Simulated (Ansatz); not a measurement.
Crystal: CuO.

```xyz
2
Lattice="2.8363 0.0000 0.0000 -1.4182 2.4563 0.0000 0.0000 0.0000 2.7681" Properties=species:S:1:pos:R:3 pbc="T T T"
Cu    0.0000    0.0000    0.0000
O     1.4182    0.8188    1.3841
```

Measurements of this composition are mostly on another form, of space group No. 15.

| Item | Value |
| --- | --- |
| Program | Ansatz 0.2.0 |
| Task | relaxation of cell and atoms |
| Functional | RPBE |
| Dispersion | D3(BJ) |
| Potentials or basis | Ansatz PAW |
| Cutoff | 420 eV (not typed: the program's choice for these potentials) |
| k mesh | 11 × 11 × 10 |
| Occupations | fermi-dirac, width 0.05 eV |
| Spin | no spin polarisation |

At the start: volume 9.64 Å³/atom.

Question: Where does the relaxation end?

Answer: It ends after 8 steps and the volume is 8.71 Å³/atom (-9.6 %); space group P-6m2 (No. 187, to 0.05 Å).

Step by step:
```tsv
step	energy change (eV)	largest force (eV/Å)	volume (Å³)
1	0.0000	0.0000	19.29
2	-0.0962	0.0000	18.30
3	-0.1279	0.0000	17.29
4	-0.1283	0.0000	17.47
5	-0.1284	0.0000	17.45
6	-0.1223	0.0000	17.45
7	-0.1224	0.0000	17.43
8	-0.1223	0.0000	17.43
```

Final structure:
```
Cu O
1.0
     2.75546    0.00000    0.00000
    -1.37773    2.38630    0.00000
     0.00000    0.00000    2.65012
Cu O
1 1
Direct
  0.00000 0.00000 0.00000
  0.66667 0.33333 0.50000
```

Caveat: the plane-wave basis is chosen anew once the cell has moved, so the energies of steps on either side of that aren't comparable; the pressure holds a Pulay correction of +0.8 GPa for the finite cutoff; an odd number of electrons without spin polarisation forces a metal; a magnetic or distorted state may lie lower; the run has no spin polarisation, though such a crystal can be magnetic; pairwise dispersion overbinds metals, which lowers pressure and volume; the PAW data sets come from PBE, with cores solved anew for the run's functional, which leaves a small shift of forces and pressure.
